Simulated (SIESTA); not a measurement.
NiO in SIESTA: the effect of pseudo set

Crystal: NiO.

```
Ni O
1.0
     0.00000    2.08590    2.08590
     2.08590    0.00000    2.08590
     2.08590    2.08590    0.00000
Ni O
1 1
Direct
  0.00000 0.00000 0.00000
  0.50000 0.50000 0.50000
```

Alike in all runs:

```yaml
Program: SIESTA 5.4.2
Task: band structure
Functional: PBE
Basis: DZP (energy shift 0.003 Ry; two zetas on semicore shells)
Grid_cutoff: 800 Ry
Energy_shift: 0.003 Ry
k_mesh: 8 × 8 × 8
Occupations: fermi-dirac, width 0.05 eV
Spin: collinear spin, ferromagnetic start
Starting_moments: "[1.0, 0.0] μB"
```

| pseudo set | pressure (GPa) | moment (μB) |
| --- | --- | --- |
| PseudoDojo 0.4 standard | -1.0 | 0.00 |
| PseudoDojo 0.4 stringent | ? | ? |
| PseudoDojo 0.5 standard | -1.0 | 0.00 |
| SPMS 1.0 | 0.0 | 1.16 |
| Ansatz NC | 8.4 | 1.84 |

Problem. What does the run with pseudo set PseudoDojo 0.4 stringent give?

Solution. Pressure 7.7 GPa; moment 1.82 μB.

Caveats: short orbitals over semicore shells can move pressures by several GPa; the basis of atomic orbitals isn't converged, which shifts pressures, moduli and gaps; a cell with one magnetic atom can't hold antiferromagnetic order, which such compounds often take (some runs).
